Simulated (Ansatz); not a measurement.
**Al: other elements on the same sites**

The task here is to estimate one member of a computed series from the others.

Method: DFT PBEsol, scalar-relativistic, plane waves, PAW, in Ansatz 0.2.0.

1 further run of the same task is left out (set aside as unsound or not needed).

**Starting point**

Symmetry: Fm-3m, No. 225, cubic system. The conventional cell has a = 4.015 Å, b = 4.015 Å, c = 4.015 Å, α = 90.00°, β = 90.00°, γ = 90.00°. Al (site symmetry m-3m) is surrounded by 12 Al at 2.84 Å.

Coordinates:

```xyz
1
Lattice="0.0000 2.0077 2.0077 2.0077 0.0000 2.0077 2.0077 2.0077 0.0000" Properties=species:S:1:pos:R:3 pbc="T T T"
Al    0.0000    0.0000    0.0000
```

It goes back to an entry of the Materials Project.

This cell was relaxed beforehand with the same method: volume 16.19 Å³/atom, gap on the mesh none (metal).

The first run:

Input file input.yaml:

```yaml
crystal:
  lattice:
    - [0.0, 2.0186898612, 2.0186898612]
    - [2.0186898612, 0.0, 2.0186898612]
    - [2.0186898612, 2.0186898612, 0.0]
  atoms:
    - { symbol: Ga, position: [0.0, 0.0, 0.0] }
basis:
  ecutwfc: 420
kpoints:
  mp_grid: { grid: [8, 8, 8] }
hamiltonian:
  xc: pbesol
scf:
  occupations: { method: gaussian, width: 0.1 }
output:
  forces: true
  stress: true
  eigenvalues: true
```

On the command line:

```console
> ansatz run input.yaml --threads 1 --pin off --max-ram 2560MiB --backend cpu --events-out ev --progress --plain --runs-dir out
```

Among the steps run: Probe: one point at the start (Ga); Full relaxation (Ga); Second relaxation (Ga); A first look at the start (Tl); A loose first relaxation (Tl); Relaxing cell and atoms (Tl); Probe: one point at the start (In); A loose first relaxation (In); Relaxing cell and atoms (In).

One of the session's tables, all rows but one given; the rest of the session is left out.

Lengths are those of the vectors of the cell that was run:

| swap | volume (Å³/atom) | a (Å) | b (Å) | c (Å) |
| --- | --- | --- | --- | --- |
| none | 16.19 | 2.839 | 2.839 | 2.839 |
| Al → Ga | 17.80 | 2.931 | 2.931 | 2.931 |
| Al → Tl | ? | ? | ? | ? |
| Al → In | 25.62 | 3.309 | 3.309 | 3.309 |

Q: Estimate the row for Al → Tl from the others.

**Answer.** volume (Å³/atom): 28.33; a (Å): 3.422; b (Å): 3.422; c (Å): 3.422. In the column «volume (Å³/atom)» it is the highest.

Lengths are those of the computed cell.
